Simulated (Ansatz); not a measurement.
## What a change of settings does to a run on LiBr

Structure from Materials Project entry mp-23259 (possibly hypothetical), not relaxed further. The listed cell was then made from it by scaling, straining or moving an atom.

First run: DFT, r2SCAN, all-electron PAW with datasets made for the crystal, scalar-relativistic (Ansatz 0.2.0).

Command: `ansatz run input.yaml --threads 1 --pin off --max-ram 2048MiB --backend cpu --events-out ev --progress --plain --runs-dir out` The run took 4.6 s on 1 thread of Arm Neoverse V2, with other jobs on the host.

```yaml
crystal:
  lattice:
    - [0.0, 2.7760902266, 2.7760902266]
    - [2.7760902266, 0.0, 2.7760902266]
    - [2.7760902266, 2.7760902266, 0.0]
  atoms:
    - { symbol: Li, position: [0.0, 0.0, 0.0] }
    - { symbol: Br, position: [0.5, 0.5, 0.5] }
kpoints:
  mp_grid: { grid: [10, 10, 10] }
scf:
  occupations: { method: fermi_dirac, width: 0.03 }
hamiltonian:
  xc: r2scan
  pseudopotentials: { kind: all_electron, datasets: crystal }
output:
  forces: true
  stress: true
  eigenvalues: true
  efg: { contact_densities: true }
```

Result: converged; pressure -1.02 GPa; gap on the k mesh 5.69 eV; 8 SCF iterations.

A second input differs as follows:

```diff
@@ -11,6 +11,7 @@
 scf:
   occupations: { method: fermi_dirac, width: 0.03 }
+  max_iter: 75
 hamiltonian:
-  xc: r2scan
+  xc: lda+u
   pseudopotentials: { kind: all_electron, datasets: crystal }
 output:
```

Q: What is wrong with it, and what does the program do?

A: The fault is an unknown functional. The run refused before any iteration. The log ends:
```
Error: YAML parse error: error: line 15 column 7: hamiltonian.xc: unknown variant `lda+u`, expected one of `lda`, `lda-pw`, `pw92`, `pbe`, `pbesol`, `rpbe`, `revpbe`, `blyp`, `pbe0`, `revpbe0`, `b3lyp`, `b3lyp5`, `hse06`, `wpbeh`, `hiss`, `lc_wpbe`, `cam_b3lyp`, `hf`, `r2scan`, `r2scanh`, `r2scan0`, `r2scan50`, `mr2scan`
  --> <input>:15:7
   |
13 |   max_iter: 75
14 | hamiltonian:
15 |   xc: lda+u
   |       ^ hamiltonian.xc: unknown variant `lda+u`, expected one of `lda`, `lda-pw`, `pw92`, `pbe`, `pbesol`, `rpbe`, `revpbe`, `blyp`, `pbe0`, `revpbe0`, `b3lyp`, `b3lyp5`, `hse06`, `wpbeh`, `hiss`, `lc_wpbe`, `cam_b3lyp`, `hf`, `r2scan`, `r2scanh`, `r2scan0`, `r2scan50`, `mr2scan`
16 |   pseudopotentials: { kind: all_electron, datasets: crystal }
17 | output:
   |
```
